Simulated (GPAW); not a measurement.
Runs of GPAW 26.7.0 on W2C. Symmetry: P-3m1, No. 164, trigonal system. The conventional cell has a = 3.070 Å, b = 3.070 Å, c = 4.678 Å, α = 90.00°, β = 90.00°, γ = 120.00°. W (site symmetry 3m) has 3 C at 2.13 Å as nearest neighbours. C (site symmetry -3m) is surrounded by 6 W at 2.13 Å. The cell comes from a database or a generator and needn't be the stable form of this composition.

| task | level | potentials or basis | data set | fermi k mesh | gap on the mesh (eV) | pressure (GPa) | largest force (eV/Å) |
| --- | --- | --- | --- | --- | --- | --- | --- |
| electron localisation function | LDA | PAW data sets generated in the run's folder for this functional, pw | - | - | none | -16.5 | 0.68 |
| electron localisation function | revPBE | the program's PAW data sets (release 1.2.1) made for this functional, other valence, pw | W 6 | - | none | 10.7 | (a) |
| Fermi surface | LDA | PAW data sets generated in the run's folder for this functional, pw | - | 8 × 8 × 6 | none | -16.5 | 0.68 |
| Fermi surface | revPBE+D3(BJ) | the program's PAW data sets (release 1.2.1) made for this functional, other valence, pw | W 6 | 8 × 8 × 6 | none | -1.8 | 0.47 |

Alike in all rows: no spin polarisation; cell as given; k mesh 5 × 5 × 3; cutoff (eV) 680; smearing fermi-dirac 0.01 eV; the mesh is coarse, so values aren't converged.

Task: Fill in the values left out.

Result: (a) 0.44.

Caveats: all runs use coarse meshes; the cutoff is short for stress and forces, so pressures can be off by a GPa or more; so large a pressure means that the cell lies far from this level's equilibrium, or that cutoff or potentials fall short (some runs); pairwise dispersion overbinds metals, which lowers pressure and volume (some runs).

A k mesh can miss the band edges, and the runs leave out spin-orbit coupling on W.

A gap of «none» marks a metal or a gap under the smearing width.

The runs don't all hold the same shells in valence.
